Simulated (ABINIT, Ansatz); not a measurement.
## CdS (Greenockite): changed settings of a GW run in ABINIT

A base run on CdS (Greenockite), then changed inputs.

Calculated with ABINIT 10.8.3; PBE and many-body steps on it, plane waves.

**1. The structure**

It takes space group P6_3mc (No. 186, hexagonal). The conventional cell has a = 4.137 Å, b = 4.137 Å, c = 6.714 Å, α = 90.00°, β = 90.00°, γ = 120.00°. Nearest to Cd lie 4 S at 2.52 to 2.53 Å. S has 4 Cd at 2.52 to 2.53 Å nearest. Farther neighbours and most contacts between anions are not listed.

The cell and positions come from the Crystallography Open Database and are kept as given unless a step says otherwise.

**2. Screening, 3×3×2 mesh, 171 bands, screening to 141.5 eV**

This step: ABINIT 10.8.3; RPA screening on PBE, plane waves, norm-conserving pseudopotentials.

The RPA dielectric matrix is built and inverted for each q.

File run.abi:

```
acell 3*1.0 Angstrom
rprim 
  4.137000000025 -0.000000000006 0.000000000000
  -2.068500000008 3.582747095481 0.000000000000
  0.000000000000 0.000000000000 6.714400000000
ntypat 2
znucl 48 16
natom 4
typat 1 1 2 2
xred 
  0.666666666667 0.333333333333 0.000000000000
  0.333333333333 0.666666666667 0.500000000000
  0.666666666667 0.333333333333 0.375000000000
  0.333333333333 0.666666666667 0.875000000000
pp_dirpath "pseudos"
pseudos "Cd.upf, S.upf"
ecut 47
ngkpt 3 3 2
nshiftk 1
shiftk 0 0 0
kptopt 1
chksymbreak 0
istwfk *1
occopt 1
irdwfk 1
optdriver 3
nband 171
ecuteps 5.2
inclvkb 2
awtr 1
symchi 1
indata_prefix "in"
outdata_prefix "out"
tmpdata_prefix "tmp"
```

Launch:

```sh
OMP_NUM_THREADS=1 mpirun -n 4 abinit run.abi > log
```

The program printed:

```text
.Version 10.8.3 of ABINIT. v10.8.2 released Aug 2026.

 Symmetries : space group P6_3 m c (#186); Bravais hP (primitive hexag.)
[... echo of the input left out ...]
== DATASET  1 ==================================================================
-   mpi_nproc: 4, omp_nthreads: 1 (-1 if OMP is not activated)

--- !DatasetInfo
iteration_state: {dtset: 1, }
dimensions: {natom: 4, nkpt: 6, mband: 171, nsppol: 1, nspinor: 1, nspden: 1, mpw: 10374, }
cutoff_energies: {ecut:  47.0, pawecutdg:  -1.0, }
electrons: {nelect:   5.20000000E+01, charge:   0.00000000E+00, occopt:   1.00000000E+00, tsmear:   1.00000000E-02, }

 SCREENING: Calculation of the susceptibility and dielectric matrices

 Based on a program developped by R.W. Godby, V. Olevano, G. Onida, and L. Reining.
 Incorporated in ABINIT by V. Olevano, G.-M. Rignanese, and M. Torrent.
.Using double precision arithmetic ; gwpc =  8

[... cell and pseudopotentials left out ...]
--------------------------------------------------------------------------------

 ==== K-mesh for the wavefunctions ====
 Number of points in the irreducible wedge :     6
[... list of points left out ...]
 Together with 12 symmetry operations and time-reversal symmetry
 yields    18 points in the full Brillouin Zone.

 ==== Q-mesh for the screening function ====
 Number of points in the irreducible wedge :     6
[... list of points left out ...]
 Together with 12 symmetry operations and time-reversal symmetry
 yields    18 points in the full Brillouin Zone.

 setmesh: FFT mesh size selected  =    27x   27x   54
          total number of points  =        39366

 vcoul_init : cutoff-mode = AUXILIARY_FUNCTION
 q-points for optical limit:   1
     1)      0.000010    0.000020    0.000030

- screening: taking advantage of time-reversal symmetry
- Maximum band index for partially occupied states nbvw = 26
- Remaining bands to be divided among processors   nbcw = 145
- Number of bands treated by each node ~36

 Number of electrons calculated from density =   52.0000; Expected =   52.0000
 average of density, n =  0.077428
 r_s =    1.4555
 omega_plasma =   26.8414 [eV]

 calculating chi0 at frequencies [eV] :
  1    0.000000E+00    0.000000E+00
  2    0.000000E+00    2.684136E+01

--------------------------------------------------------------------------------
  q-point number  1        q = ( 0.000000, 0.000000, 0.000000) [r.l.u.]
--------------------------------------------------------------------------------
[... chi0 elements left out ...]
 For q-point:  0.000010 0.000020 0.000030
  dielectric constant =  13.1670
  dielectric constant without local fields =  13.9526

  Average fulfillment of the sum rule on Im[epsilon] for q-point    1 :     61.13  [%]
[... wings left out ...]
  q-point number  2        q = ( 0.333333, 0.000000, 0.000000) [r.l.u.]
--------------------------------------------------------------------------------
[... chi0 elements left out ...]
  Average fulfillment of the sum rule on Im[epsilon] for q-point    2 :     65.78  [%]

 [... 4 further q-points ...]
```

Run time: 3.6 min. Hardware: 4 MPI ranks of Intel Xeon Platinum 8259CL at 2.50GHz (Skylake/Cascade Lake), shared host; peak memory 1.6 GiB; 14 min of CPU time.

Numbers from this step:

| Property | Result |
| --- | --- |
| ε∞ with local fields, on this mesh, along the program's q direction | 13.17 |
| the same without local fields | 13.95 |
| plasma frequency | 26.84 eV |
| plane waves in the screening matrix | 379 |

Local fields lower ε∞ by 6 %. On a Γ-centred mesh this coarse the value itself is usually too large, while a short band sum pulls it down.

**3. Base**

The self-energy is evaluated for the states that the input lists, and the levels follow from it, in one-shot runs by the linearised quasiparticle equation.

This step: G0W0 on PBE, plane waves, norm-conserving pseudopotentials.

Edit run.abi of step 2 so:

```diff
@@ -25,8 +25,15 @@
 irdwfk 1
-optdriver 3
+optdriver 4
 nband 171
+gwcalctyp 0
+ecutsigx 47
+symsigma 1
+nkptgw 1
+kptgw 
+  0.0000000000 0.0000000000 0.0000000000
+bdgw 
+  25 28
 ecuteps 5.2
-inclvkb 2
-awtr 1
-symchi 1
+irdscr 1
+ppmodel 1
 indata_prefix "in"
```

The program printed:

```text
.Version 10.8.3 of ABINIT. v10.8.2 released Aug 2026.

 Symmetries : space group P6_3 m c (#186); Bravais hP (primitive hexag.)
[... echo of the input left out ...]
== DATASET  1 ==================================================================
-   mpi_nproc: 4, omp_nthreads: 1 (-1 if OMP is not activated)

--- !DatasetInfo
iteration_state: {dtset: 1, }
dimensions: {natom: 4, nkpt: 6, mband: 171, nsppol: 1, nspinor: 1, nspden: 1, mpw: 10374, }
cutoff_energies: {ecut:  47.0, pawecutdg:  -1.0, }
electrons: {nelect:   5.20000000E+01, charge:   0.00000000E+00, occopt:   1.00000000E+00, tsmear:   1.00000000E-02, }

 SIGMA: Calculation of the GW corrections

 Based on a program developped by R.W. Godby, V. Olevano, G. Onida, and L. Reining.
 Incorporated in ABINIT by V. Olevano, G.-M. Rignanese, and M. Torrent.
.Using double precision arithmetic ; gwpc =  8

[... cell and pseudopotentials left out ...]
--------------------------------------------------------------------------------

 ==== K-mesh for the wavefunctions ====
 Number of points in the irreducible wedge :     6
[... list of points left out ...]
 Together with 12 symmetry operations and time-reversal symmetry
 yields    18 points in the full Brillouin Zone.

 ==== Q-mesh for screening function ====
 Number of points in the irreducible wedge :     6
[... list of points left out ...]
 Together with 12 symmetry operations and time-reversal symmetry
 yields    18 points in the full Brillouin Zone.

 vcoul_init : cutoff-mode = AUXILIARY_FUNCTION
 q-points for optical limit:   1
     1)      0.000010    0.000020    0.000030
 setmesh: FFT mesh size selected  =    45x   45x   80
          total number of points  =       162000

 Number of electrons calculated from density =   52.0000; Expected =   52.0000
 average of density, n =  0.077428
 r_s =    1.4555
 omega_plasma =   26.8414 [eV]

 === KS Band Gaps ===
  >>>> For spin  1
   Minimum direct gap =   1.2185 [eV], located at k-point      :   0.0000  0.0000  0.0000
   Fundamental gap    =   1.2185 [eV], Top of valence bands at :   0.0000  0.0000  0.0000
                                       Bottom of conduction at :   0.0000  0.0000  0.0000
 SIGMA fundamental parameters:
 PLASMON POLE MODEL  1
 number of plane-waves for SigmaX                10251
 number of plane-waves for SigmaC and W            379
 number of plane-waves for wavefunctions         10251
 number of bands                                   171
 number of independent spin polarizations            1
 number of spinorial components                      1
 number of k-points in IBZ                           6
 number of q-points in IBZ                           6
 number of symmetry operations                      12
 number of k-points in BZ                           18
 number of q-points in BZ                           18
 number of frequencies for dSigma/dE                 9
 frequency step for dSigma/dE [eV]                0.25
 number of omega for Sigma on real axis              0
 max omega for Sigma on real axis  [eV]           0.00
 zcut for avoiding poles [eV]                     0.10

 EPSILON^-1 parameters (SCR file):
 dimension of the eps^-1 matrix on file            379
 dimension of the eps^-1 matrix used               379
 number of plane-waves for wavefunctions         10251
 number of bands                                   171
 number of q-points in IBZ                           6
 number of frequencies                               2
 number of real frequencies                          1
 number of imag frequencies                          1

 matrix elements of self-energy operator (all in [eV])

 Perturbative Calculation

--- !SelfEnergy_ee
iteration_state: {dtset: 1, }
kpoint     : [   0.000,    0.000,    0.000, ]
spin       : 1
KS_gap     :    1.219
QP_gap     :    2.067
Delta_QP_KS:    0.848
data: !SigmaeeData |
     Band     E0 <VxcDFT>   SigX SigC(E0)      Z dSigC/dE  Sig(E)    E-E0       E
       25   4.328 -15.356 -18.331   2.328   0.780  -0.282 -15.861  -0.505   3.823
       26   4.328 -15.356 -18.331   2.328   0.780  -0.282 -15.861  -0.505   3.823
       27   5.547 -10.669  -6.558  -3.689   0.814  -0.229 -10.326   0.343   5.890
       28   7.132 -11.029  -6.546  -3.914   0.815  -0.227 -10.565   0.464   7.596

== END DATASET(S) ==============================================================
================================================================================

 -outvars: echo values of variables after computation  --------
           etotal      0.0000000000E+00
            nband         171
             nkpt           6
          spgroup         186
 [... the other variables as echoed above ...]

 Calculation completed.
```

Wall time 25 s (4 MPI ranks); peak memory 1.4 GiB; 99 s of CPU time.

Numbers from this step:

```
G0W0 gap on the points computed              : 2.067 eV
starting gap on the mesh                     : 1.219 eV
k of the valence top                         : 0, 0, 0
k of the conduction bottom                   : 0, 0, 0
Z at the valence top                         : 0.78
Z at the conduction bottom                   : 0.814
least direct G0W0 gap on the computed points : 2.067 eV
```

The gap on the mesh goes from 1.22 eV to 2.07 eV, a correction of +0.85 eV.

**4. Exchange cutoff**

Edit run.abi of step 3 so:

```diff
@@ -28,3 +28,3 @@
 gwcalctyp 0
-ecutsigx 47
+ecutsigx 7
 symsigma 1
```

The program printed:

```text
.Version 10.8.3 of ABINIT. v10.8.2 released Aug 2026.

 Symmetries : space group P6_3 m c (#186); Bravais hP (primitive hexag.)
[... echo of the input left out ...]
== DATASET  1 ==================================================================
-   mpi_nproc: 4, omp_nthreads: 1 (-1 if OMP is not activated)

--- !DatasetInfo
iteration_state: {dtset: 1, }
dimensions: {natom: 4, nkpt: 6, mband: 171, nsppol: 1, nspinor: 1, nspden: 1, mpw: 10374, }
cutoff_energies: {ecut:  47.0, pawecutdg:  -1.0, }
electrons: {nelect:   5.20000000E+01, charge:   0.00000000E+00, occopt:   1.00000000E+00, tsmear:   1.00000000E-02, }

 SIGMA: Calculation of the GW corrections

 Based on a program developped by R.W. Godby, V. Olevano, G. Onida, and L. Reining.
 Incorporated in ABINIT by V. Olevano, G.-M. Rignanese, and M. Torrent.
.Using double precision arithmetic ; gwpc =  8

[... cell and pseudopotentials left out ...]
--------------------------------------------------------------------------------

 ==== K-mesh for the wavefunctions ====
 Number of points in the irreducible wedge :     6
[... list of points left out ...]
 Together with 12 symmetry operations and time-reversal symmetry
 yields    18 points in the full Brillouin Zone.

 ==== Q-mesh for screening function ====
 Number of points in the irreducible wedge :     6
[... list of points left out ...]
 Together with 12 symmetry operations and time-reversal symmetry
 yields    18 points in the full Brillouin Zone.

 vcoul_init : cutoff-mode = AUXILIARY_FUNCTION
 q-points for optical limit:   1
     1)      0.000010    0.000020    0.000030
 setmesh: FFT mesh size selected  =    30x   30x   60
          total number of points  =        54000

 Number of electrons calculated from density =   52.0000; Expected =   52.0000
[...]
number of k-points in IBZ                           6
 number of q-points in IBZ                           6
 number of symmetry operations                      12
 number of k-points in BZ                           18
 number of q-points in BZ                           18
 number of frequencies for dSigma/dE                 9
 frequency step for dSigma/dE [eV]                0.25
 number of omega for Sigma on real axis              0
 max omega for Sigma on real axis  [eV]           0.00
 zcut for avoiding poles [eV]                     0.10

 EPSILON^-1 parameters (SCR file):
 dimension of the eps^-1 matrix on file            379
 dimension of the eps^-1 matrix used               379
 number of plane-waves for wavefunctions         10251
 number of bands                                   171
 number of q-points in IBZ                           6
 number of frequencies                               2
 number of real frequencies                          1
 number of imag frequencies                          1

 matrix elements of self-energy operator (all in [eV])

 Perturbative Calculation

--- !SelfEnergy_ee
iteration_state: {dtset: 1, }
kpoint     : [   0.000,    0.000,    0.000, ]
spin       : 1
KS_gap     :    1.219
QP_gap     :    1.815
Delta_QP_KS:    0.596
data: !SigmaeeData |
     Band     E0 <VxcDFT>   SigX SigC(E0)      Z dSigC/dE  Sig(E)    E-E0       E
       25   4.328 -15.356 -17.644   2.328   0.780  -0.282 -15.325   0.031   4.359
       26   4.328 -15.356 -17.644   2.328   0.780  -0.282 -15.325   0.031   4.359
       27   5.547 -10.669  -6.209  -3.689   0.814  -0.229 -10.042   0.627   6.174
       28   7.132 -11.029  -6.090  -3.914   0.815  -0.227 -10.193   0.836   7.968

== END DATASET(S) ==============================================================
================================================================================

 -outvars: echo values of variables after computation  --------
           etotal      0.0000000000E+00
            nband         171
             nkpt           6
          spgroup         186
 [... the other variables as echoed above ...]

 Calculation completed.
```

Wall time 18 s (4 MPI ranks); peak memory 1.4 GiB; 72 s of CPU time.

This step gave:

```
G0W0 gap on the points computed              : 1.815 eV
starting gap on the mesh                     : 1.219 eV
k of the valence top                         : 0, 0, 0
k of the conduction bottom                   : 0, 0, 0
Z at the valence top                         : 0.78
Z at the conduction bottom                   : 0.814
least direct G0W0 gap on the computed points : 1.815 eV
```

**5. Another k mesh than the file's**

Edit run.abi of step 4 so:

```diff
@@ -17,3 +17,3 @@
 ecut 47
-ngkpt 3 3 2
+ngkpt 4 4 3
 nshiftk 1
@@ -28,3 +28,3 @@
 gwcalctyp 0
-ecutsigx 7
+ecutsigx 47
 symsigma 1
```

The program printed:

```text
.Version 10.8.3 of ABINIT. v10.8.2 released Aug 2026.

 Symmetries : space group P6_3 m c (#186); Bravais hP (primitive hexag.)
================================================================================
 Values of the parameters that define the memory need of the present run
     intxc =       0    ionmov =       0      iscf =       7    lmnmax =       6
     lnmax =       6     mgfft =      80  mpssoang =       3    mqgrid =    3916
     natom =       4  nloc_mem =       1    nspden =       1   nspinor =       1
    nsppol =       1      nsym =      12    n1xccc =    2501    ntypat =       2
    occopt =       1   xclevel =       2
-    mband =         171        mffmem =           1         mkmem =           2
       mpw =       10366          nfft =      200000          nkpt =           8
================================================================================
  Rough estimation (10% accuracy) of disk space for files :
================================================================================

--------------------------------------------------------------------------------
------------- Echo of variables that govern the present computation ------------
--------------------------------------------------------------------------------
 -outvars: echo values of preprocessed input variables --------
            acell      1.8897261259E+00  1.8897261259E+00  1.8897261259E+00 Bohr

             bdgw          25      28
      chksymbreak           0
             ecut      4.70000000E+01 Hartree
          ecuteps      5.20000000E+00 Hartree
         ecutsigx      4.70000000E+01 Hartree
          ecutwfn      4.70000000E+01 Hartree
-          fftalg         312
           irdscr           1
           irdwfk           1

              ixc     -101130
[...]
.Using double precision arithmetic ; gwpc =  8

 Real(R)+Recip(G) space primitive vectors, cartesian coordinates (Bohr,Bohr^-1):
 R(1)=  7.8177970  0.0000000  0.0000000  G(1)=  0.1279133  0.0738508  0.0000000
 R(2)= -3.9088985  6.7704108  0.0000000  G(2)=  0.0000000  0.1477015  0.0000000
 R(3)=  0.0000000  0.0000000 12.6883771  G(3)=  0.0000000  0.0000000  0.0788123
 Unit cell volume ucvol=  6.7159196E+02 bohr^3
 Angles (23,13,12)=  9.00000000E+01  9.00000000E+01  1.20000000E+02 degrees

--- Pseudopotential description ------------------------------------------------
- Cd Generated using ONCVPSP code by D. R. Hamann
- 48.00000  20.00000  171031                  znucl, zion, pspdat
12 -101130 2 -1 1368                          pspcod,pspxc,lmax,lloc,mmax
     nproj     2     2     2
  pspatm : epsatm=   23.16453630
         --- l  ekb(1:nproj) -->
[...]
pspatm: atomic psp has been read  and splines computed

- S Generated using ONCVPSP code by D. R. Hamann
- 16.00000   6.00000  171031                  znucl, zion, pspdat
12 -101130 2 -1 1146                          pspcod,pspxc,lmax,lloc,mmax
     nproj     2     2     2
  pspatm : epsatm=    9.01821529
         --- l  ekb(1:nproj) -->
[...]
1    3.227080    0.887329
             2   -3.547662   -0.986524
 pspatm: atomic psp has been read  and splines computed

   3.34700617E+03                                ecore*ucvol(ha*bohr**3)
--------------------------------------------------------------------------------

--- !ERROR
message: |
    Cannot continue, basic dimensions/parameters reported in the header do not agree with input file.
    Check consistency between the content of the WFK external file and the input file.

--- !ERROR
message: |
    Cannot continue, basic dimensions/parameters reported in the header do not agree with input file.
    Check consistency between the content of the WFK external file and the input file.

--- from the log ---
Cannot continue, basic dimensions/parameters reported in the header do not agree with input file.
    Check consistency between the content of the WFK external file and the input file.
```

Elapsed: 4.5 s, on 4 MPI ranks; peak memory 0.21 GiB.

The run stopped with an error after 4.5 s.

The program's words: Cannot continue, basic dimensions/parameters reported in the header do not agree with input file. Check consistency between the content of the WFK external file and the input file.

The fault put into this input: another k mesh than the file's.

**6. The runs together**

Times are wall times on 4 MPI ranks of Intel Xeon Platinum 8259CL at 2.50GHz (Skylake/Cascade Lake), shared host, good to a factor of about two. A run's time includes the screening step that it read.

```
            run   mesh  bands  screening cutoff (eV)  DFT gap (eV)  gap on the mesh (eV)  direct (eV)  ε∞ used     time
           base  3×3×2    171                  141.5         1.219                 2.067        2.067    13.17    4 min
exchange cutoff  3×3×2    171                  141.5         1.219                 1.815        1.815    13.17  3.9 min
```

**7. Results**

- base: 2.067 eV
- exchange cutoff: 1.815 eV
- known limits: not at the basis limit; no spin-orbit coupling; coarse k mesh

**Reading.** Exchange cutoff: −0.252 eV against base (keys changed: ecutsigx). Bands and cutoff are finite, so the gap is not at the basis limit. The miss can reach some tenths of an eV and take either sign; the mesh is an error of its own. In the G0W0 runs levels were corrected at 1 k point alone, so a gap called «on the mesh» is the least over those, and an edge elsewhere would be missed. The 3×3×2 mesh is coarse for this cell, which bears on the long-range parts of exchange and screening. The many-body steps are scalar-relativistic: spin-orbit coupling is not in them.

[Paths, hosts, dates, memory and timing lines, banners, echoed tables and standing remarks are left out of the program output.]

[Logs are printed without paths, hosts, clocks, repeated set-up lines and the standing remarks that a program may print on its own settings, such as how far it seeks lower states.]

[Runs of the session that timed out or met a known fault of the program may be left out.]

[Hosts, paths, dates, database ids (printed as entryN), source tags and the programs' standing remarks are cut or masked in the printed files.]

[G0W0 gaps are taken among the corrected bands and points alone; a level outside them can change the order at an edge.]

[Where Ansatz stands beside ABINIT at settings called matched, ABINIT's density can come from a denser mesh and the files from another edition; pairs whose starting gaps differed by over 0.03 eV were left out, so agreement reads better than it is.]
